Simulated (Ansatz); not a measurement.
Gas-phase electronic energies from Ansatz, PBE0-D4/def2-TZVP geometries. CBS: MP2 limit from def2 TZ/QZ plus the TZ coupled-cluster correction, frozen cores. Functionals use def2-TZVPP. One conformer a species, not always the lowest.

Reaction (formal exchange of groups at the Al–O bond): `CC(C)(C)[O][AlH2]` + `C=C(F)F` → `FC(F)=[CH][AlH2]` + `CC(C)(C)O`

```json
{"level": "BHLYP-D4", "ΔE (kJ/mol)": "115.3"}
{"level": "BHLYP", "ΔE (kJ/mol)": "110.7"}
```

Task: What does CCSD(T)/CBS give? (Best estimate.)

Result: The calculation gave: +108.5 kJ/mol. The listed levels differ from it by 6.8, 2.2 kJ/mol.

Largest T1 diagnostic among the species: 0.012.

In def2-TZVPP, CCSD(T) changes the Hartree–Fock value by −3.5 kJ/mol (the triples alone add −1.1 kJ/mol) and MP2 by −3.2 kJ/mol. At CCSD(T), def2-SVP lies +3.9 kJ/mol from the extrapolated value and def2-TZVPP −0.0 kJ/mol.

CCSD(T)/CBS has its own doubt, a few kJ/mol and more with outer-core shells, so smaller differences from it don't rank the levels.
